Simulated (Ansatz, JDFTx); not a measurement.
This is a calculation of PbS (Galena) for Ansatz 0.2.0. 

File input.yaml:

```yaml
crystal:
  lattice:
    - [0.0, 2.96575, 2.96575]
    - [2.96575, 0.0, 2.96575]
    - [2.96575, 2.96575, 0.0]
  atoms:
    - { symbol: Pb, position: [0.0, 0.0, 0.0] }
    - { symbol: S, position: [0.5, 0.5, 0.5] }
hamiltonian:
  xc: pbesol
  pseudopotentials: { kind: paw }
kpoints:
  mp_grid: { grid: [8, 8, 8] }
scf:
  occupations: { method: fermi_dirac, width: 0.05 }
output:
  forces: true
  stress: true
  write_density: true
  write_potential: true
  elf: true
  volumetric_format: npy
relax:
  f_tol: 0.01
  max_steps: 40
  cell: { stress_tol: 0.05 }
```

Potentials or basis: Ansatz PAW.

Command:

```sh
$ ansatz run input.yaml --threads 2 --pin off --max-ram 5632MiB --backend cpu --events-out ev --progress --plain --runs-dir out
```

Question: Translate it to JDFTx 1.7.0 (patched build). Potentials or basis there: PseudoDojo-SR-PBEsol-0.4.1-standard with smoothed tails, cutoff 762 eV.

Answer: As run (cutoffs and basis follow the program's own potentials, and thresholds, step limits or extra output files can differ):

The input PbS.in:

```
include PbS.lattice
coords-type Lattice
include PbS.ionpos

ion-species pseudo/Pb.upf
ion-species pseudo/S.upf
elec-cutoff 28 224
elec-ex-corr gga-PBEsol
kpoint-folding 8 8 8
elec-smearing Fermi 0.0018374661
elec-n-bands 16
electronic-SCF nIterations 100 energyDiffThreshold 1e-09
electronic-minimize nIterations 30 energyDiffThreshold 1e-7
forces-output-coords Cartesian
lattice-minimize nIterations 40 energyDiffThreshold 1e-6

dump-name run.$VAR
dump End Ecomponents EigStats BandEigs Kpoints Forces Stress
```

File PbS.lattice:

```
lattice \
    0.0000000000     5.6044552541     5.6044552541 \
    5.6044552541     0.0000000000     5.6044552541 \
    5.6044552541     5.6044552541     0.0000000000
```

The input PbS.ionpos:

```
ion Pb     0.0000000000     0.0000000000     0.0000000000 1
ion S      0.5000000000     0.5000000000     0.5000000000 1
```

Potentials or basis: PseudoDojo-SR-PBEsol-0.4.1-standard with smoothed tails.

Launch:

```sh
$ jdftx -c 1 -i PbS.in -o PbS.out
```

Both were run:

|  | Ansatz | JDFTx |
| --- | --- | --- |
| Relaxed volume | 25.70 Å³/atom | 25.72 Å³/atom |
| Relaxed cell | a = 4.174 Å, b = 4.174 Å, c = 4.174 Å, α = 60.00°, β = 60.00°, γ = 60.00° | a = 4.175 Å, b = 4.175 Å, c = 4.175 Å, α = 60.00°, β = 60.00°, γ = 60.00° |
| Space group after relaxing | Fm-3m (No. 225) | Fm-3m (No. 225) |
| Pressure after relaxing | 0.0 GPa | 0.0 GPa |

Ansatz's pressure holds a Pulay term of +0.01 GPa for its cutoff of 420 eV, which the other run lacks.

Ansatz's potentials were made for PBE.

Where Ansatz's input types no cutoff or centring, it takes its own default and a Γ-centred mesh.

Pressure is positive in compression.
